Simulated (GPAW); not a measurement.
# Fe: band structure with SCAN

Fe:

```xyz
2
Lattice="2.4342 0.0000 0.0000 -1.2171 2.1080 0.0000 0.0000 0.0000 3.8419" Properties=species:S:1:pos:R:3 pbc="T T T"
Fe    1.2171    0.7027    2.8815
Fe    0.0000    1.4054    0.9605
```

This isn't the form of Fe at room conditions, which is bcc.

```json
{
  "Program": "GPAW 26.7.0",
  "Task": "band structure",
  "Functional": "SCAN",
  "Potentials or basis": "GPAW PAW data sets (gpaw-data 1.2.1)",
  "Cutoff": "600 eV",
  "Basis": "pw",
  "k mesh": "9 × 9 × 5",
  "Occupations": "fermi-dirac, width 0.05 eV",
  "Spin": "collinear spin, ferromagnetic start",
  "Starting moments": "[3.0, 3.0] μB",
  "Maxiter": "150",
  "Band path": "GMKGALHA,LM,KH",
  "Band points": "60"
}
```

The pressure is 53.4 GPa. The band gap along the path is none (metal or under the smearing width) and the net moment is 5.00 μB per cell. The site moments are Fe +2.52 μB.

Stress tensor (GPa, compression positive):
```
43.68  0.00  0.00
 0.00 43.68  0.00
 0.00  0.00 72.98
```

Levels at the corners of the path, in eV from the Fermi level:
Spin up:
```tsv
point	band 7	band 8	band 9	band 10	band 11	band 12
Γ	-2.77	-2.44	-2.44	-0.80	-0.80	-0.12
M	-2.42	-0.70	-0.46	-0.42	1.71	4.13
K	-2.27	-0.75	-0.75	-0.67	4.95	6.22
Γ	-2.77	-2.44	-2.44	-0.80	-0.80	-0.12
A	-3.38	-3.38	-1.21	-1.21	-1.21	-1.21
L	-1.08	-1.08	-0.55	-0.55	1.67	1.67
H	-2.27	-2.27	-0.58	-0.58	6.48	6.48
A	-3.38	-3.38	-1.21	-1.21	-1.21	-1.21
L	-1.08	-1.08	-0.55	-0.55	1.67	1.67
M	-2.42	-0.70	-0.46	-0.42	1.71	4.13
K	-2.27	-0.75	-0.75	-0.67	4.95	6.22
H	-2.27	-2.27	-0.58	-0.58	6.48	6.48
```
Spin down:
| point | band 3 | band 4 | band 5 | band 6 | band 7 | band 8 | band 9 | band 10 |
| --- | --- | --- | --- | --- | --- | --- | --- | --- |
| Γ | -0.08 | -0.08 | -0.06 | 0.24 | 0.53 | 0.53 | 1.16 | 1.16 |
| M | -3.28 | -2.01 | -0.28 | -0.07 | 0.37 | 3.06 | 3.35 | 3.61 |
| K | -3.02 | -2.79 | -0.60 | -0.60 | 0.88 | 2.68 | 2.68 | 3.29 |
| Γ | -0.08 | -0.08 | -0.06 | 0.24 | 0.53 | 0.53 | 1.16 | 1.16 |
| A | -1.03 | -1.03 | -0.19 | -0.19 | -0.18 | -0.18 | 2.60 | 2.60 |
| L | -2.15 | -2.15 | 0.79 | 0.79 | 1.33 | 1.33 | 3.24 | 3.24 |
| H | -2.34 | -2.34 | -1.46 | -1.46 | 1.17 | 1.17 | 2.87 | 2.87 |
| A | -1.03 | -1.03 | -0.19 | -0.19 | -0.18 | -0.18 | 2.60 | 2.60 |
| L | -2.15 | -2.15 | 0.79 | 0.79 | 1.33 | 1.33 | 3.24 | 3.24 |
| M | -3.28 | -2.01 | -0.28 | -0.07 | 0.37 | 3.06 | 3.35 | 3.61 |
| K | -3.02 | -2.79 | -0.60 | -0.60 | 0.88 | 2.68 | 2.68 | 3.29 |
| H | -2.34 | -2.34 | -1.46 | -1.46 | 1.17 | 1.17 | 2.87 | 2.87 |

Wall time 2.9 min on 1 thread of Arm Neoverse V1 (shared host), peak memory 0.28 GiB.

Caveat: a pressure of tens of GPa on the cell as given is suspect, and the run, the potentials or the cell itself is likely at fault; the PAW data sets were made with another functional, which shifts forces and pressure a little.
